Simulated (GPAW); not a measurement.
Mo:

```
Mo
1.0
    -1.58381    1.58381    1.58381
     1.58381   -1.58381    1.58381
     1.58381    1.58381   -1.58381
Mo
1
Cartesian
  0.0000 0.0000 0.0000
```

Base run:

- Program: GPAW 26.7.0
- Functional: r2SCAN
- Potentials or basis: GPAW PAW data sets (gpaw-data 1.2.1)
- Cutoff: 600 eV
- Basis: pw
- k mesh: 9 × 9 × 9
- Occupations: fermi-dirac, width 0.05 eV
- Spin: spin-orbit coupling, no magnetisation

Its results: pressure -3.9 GPa.

Question: The run is repeated on the same cell with these changes: functional from r2SCAN to r4SCAN. What comes out?

Answer: Pressure -5.4 GPa.

Caveats: spin-orbit coupling was added after a scalar SCF, so levels and gaps hold it while energy, forces, pressure and moments don't; the PAW data sets were made with another functional, which shifts forces and pressure a little.

Not every run made on this cell is shown here.
